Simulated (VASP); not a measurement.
Here is a VASP 6.6.1 calculation.

INCAR

```
SYSTEM = N
  PREC = Accurate
  ENCUT = 520
  EDIFF = 1E-7
  ISMEAR = -1
  SIGMA = 0.05
  LREAL = .False.
  LASPH = .True.
  NELM = 100
  ALGO = Normal
  ISIF = 2
  LWAVE = .False.
  LCHARG = .True.
  GGA = PE
  LELF = .True.
  LVHAR = .True.
  NBANDS = 18
```

File KPOINTS:

```
regular mesh
0
Gamma
  7 7 4
  0 0 0
```

File POSCAR:

```
N
1.0
    4.1672328106      0.0000000000      0.0000000000
   -2.0836164053      3.6089294775      0.0000000000
    0.0000000000      0.0000000000      7.0060035100
N
4
Direct
    0.6613820000      0.3287870000      0.6664440000
    0.6705630000      0.3284040000      0.8269280000
    0.3403360000      0.6710570000      0.1693300000
    0.3271360000      0.6464010000      0.3277790000
```

Potentials or basis: VASP PAW PBE potentials, release 64 (N).

The run is started by

```console
$ cat potpaw_PBE.64/N/POTCAR > POTCAR
$ mpirun -np 1 vasp_std > vasp.out
```

Q: Estimate the largest force.

A: 1.721 eV/Å.

Q: What does it give for the band gap on the k mesh?

A: 6.88 eV, indirect (least direct gap 7.15 eV).

Q: Estimate the pressure.

A: -0.9 GPa.

Stress tensor (GPa, compression positive):
```
 0.10  0.00 -0.09
 0.00  0.09 -0.02
-0.09 -0.02 -2.91
```

Caveat: the standard files for N, O and F lose accuracy on very short bonds; an odd mesh through Γ misses points on the zone boundary, where band edges often lie.
